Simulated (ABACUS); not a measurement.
# NaCl: equation of state with PBE

Crystal: NaCl.

```
Cl Na
1.0
     0.00000    2.79406    2.79406
     2.79406    0.00000    2.79406
     2.79406    2.79406    0.00000
Cl Na
1 1
Direct
  0.50000 0.50000 0.50000
  0.00000 0.00000 0.00000
```

The cell is a database's computed one.

- Program: ABACUS 3.10.1
- Task: equation of state
- Functional: PBE
- Potentials or basis: SPMS ONCV 1.0 PBE
- Cutoff: 1361 eV
- Density cutoff: 5442 eV
- Basis: TZDP LCAO (the cutoffs set its grid)
- k mesh: 7 × 7 × 7
- Occupations: fermi-dirac, width 0.05 eV
- Spin: no spin polarisation
- Orbital files: Cl Cl_confined-atom_7au_3s3p2d1f.orb, Na Na_confined-atom_9au_4s3p2d1f.orb
- Radial cutoff of the potentials (pseudo_rcut): 10 bohr
- SCF threshold on the density: 1e-07
- Max SCF steps: 100
- Eigensolver: genelpa
- Mixing: broyden
- Mixing share: 0.7
- Symmetry key: 1
- Bands: 12

```json
{"Equilibrium volume": "23.33 Å³/atom (rough: see the caveat)", "Bulk modulus": "24 GPa (rough)"}
```

Energy against volume, from the lowest point:
```
volume (Å³/atom)  energy (meV/atom)
          20.504              32.19
          21.376              14.18
          22.249               3.94
          23.121               0.00
```

All runs of the series together: 43 s on 4 threads of Intel(R) Xeon(R) Platinum 8488C (Sapphire Rapids) (shared host).

Caveat: the atomic orbitals were generated for these runs and aren't a published set; the minimum lies outside the volumes run; the basis of atomic orbitals isn't converged, which shifts pressures, moduli and gaps.
